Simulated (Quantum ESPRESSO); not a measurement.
TiTe in Quantum ESPRESSO: the effect of magnetic state

TiTe:

```xyz
2
Lattice="3.6311 0.0000 0.0000 0.0000 3.6311 0.0000 0.0000 0.0000 3.6311" Properties=species:S:1:pos:R:3 pbc="T T T"
Ti    0.0000    0.0000    0.0000
Te    1.8155    1.8155    1.8155
```

The cell comes from a database or a generator and needn't be the stable form of this composition.

Alike in all runs:

```yaml
Program: Quantum ESPRESSO 7.5
Task: single point
Functional: LDA
Potentials_or_basis: GBRV 1.5 LDA
Cutoff: 612 eV
Density_cutoff: 4898 eV
k_mesh: 5 × 5 × 5
Occupations: gaussian, width 0.05 eV
Hubbard_terms: Ti d U = 7 eV
```

```tsv
magnetic state	spin	starting moments	fixed moment	pressure (GPa)
nm	no spin polarisation	-	-	-7.9
nm_spin	collinear spin, zero start	[0.0, 0.0] μB	0 μB	-7.9
fm	collinear spin, ferromagnetic start	[2.0, 0.0] μB	-	?
```

What does the run with magnetic state fm give?

Pressure -6.7 GPa.

Caveats: the U is typed as a test and isn't derived for this compound; U without spin polarisation on a metal has little footing (some runs); the total moment is fixed, so each spin has its own Fermi level (some runs).
